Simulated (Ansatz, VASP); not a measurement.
## Two plane-wave programs on KTaO3

Contents of POSCAR:

```
KTaO3
1.0
    3.9883000000      0.0000000000      0.0000000000
    0.0000000000      3.9883000000      0.0000000000
    0.0000000000      0.0000000000      3.9883000000
K Ta O
1 1 3
Direct
    0.5000000000      0.5000000000      0.5000000000
    0.0000000000      0.0000000000      0.0000000000
    0.5000000000      0.0000000000      0.0000000000
    0.0000000000      0.5000000000      0.0000000000
    0.0000000000      0.0000000000      0.5000000000
```

The input INCAR.step1:

```
SYSTEM = KTaO3
ALGO = Normal
EDIFF = 1E-4
ENCUT = 600
GGA = PE
ISMEAR = 0
LASPH = .True.
LCHARG = .False.
LREAL = .False.
LWAVE = .True.
NELM = 100
PREC = Accurate
SIGMA = 0.01
```

INCAR.step2

```
SYSTEM = KTaO3
ALGO = Normal
EDIFF = 1E-6
EDIFFG = -0.01
ENCUT = 600
IBRION = 2
ISIF = 3
ISMEAR = 0
ISTART = 1
LASPH = .True.
LCHARG = .False.
LMIXTAU = .True.
LREAL = .False.
LWAVE = .False.
METAGGA = R2SCAN
NELM = 100
NSW = 80
PREC = Accurate
SIGMA = 0.01
```

KPOINTS

```
k-points
0
Gamma
  4 4 4
  0 0 0
```

Input for Ansatz:

```yaml
crystal:
  lattice:
    - [3.9883, 0.0, 0.0]
    - [0.0, 3.9883, 0.0]
    - [0.0, 0.0, 3.9883]
  atoms:
    - { symbol: K, position: [0.5, 0.5, 0.5] }
    - { symbol: Ta, position: [0.0, 0.0, 0.0] }
    - { symbol: O, position: [0.5, 0.0, 0.0] }
    - { symbol: O, position: [0.0, 0.5, 0.0] }
    - { symbol: O, position: [0.0, 0.0, 0.5] }
kpoints:
  mp_grid:
    grid: [4, 4, 4]
hamiltonian:
  xc: r2scan
  dispersion: none
scf:
  occupations:
    method: fixed
relax:
  cell: {}
```

Alike in both runs: task relaxation of cell and atoms; functional r2SCAN; k mesh 4 × 4 × 4; no spin polarisation.

```csv
,VASP,Ansatz
version,VASP 6.6.1,Ansatz 0.2.0
potentials or method,"VASP PAW PBE potentials, release 64 (K_sv, Ta_pv, O)","plane waves, PAW"
plane-wave cutoff (eV),600,500
occupations,"gaussian, width 0.01 eV",fixed
valence electrons in the cell,38,40
```

VASP gave:

- relaxed volume (Å³/atom): 12.75
- relaxed cell length with the largest relative difference (Å): 3.995

Question: Estimate Ansatz's values.

Answer: Relaxed volume (Å³/atom): 12.71; relaxed cell length with the largest relative difference (Å): 3.990.

The two sets of potentials don't hold the same shells in valence.

Caveats: the PAW data sets were made with another functional, which shifts forces and pressure a little (VASP); spin-orbit coupling is left out, which moves the levels of the heavy elements. A k mesh can miss the band edges. r2SCAN opens gaps a little over a GGA but as a rule still falls short of measured ones.
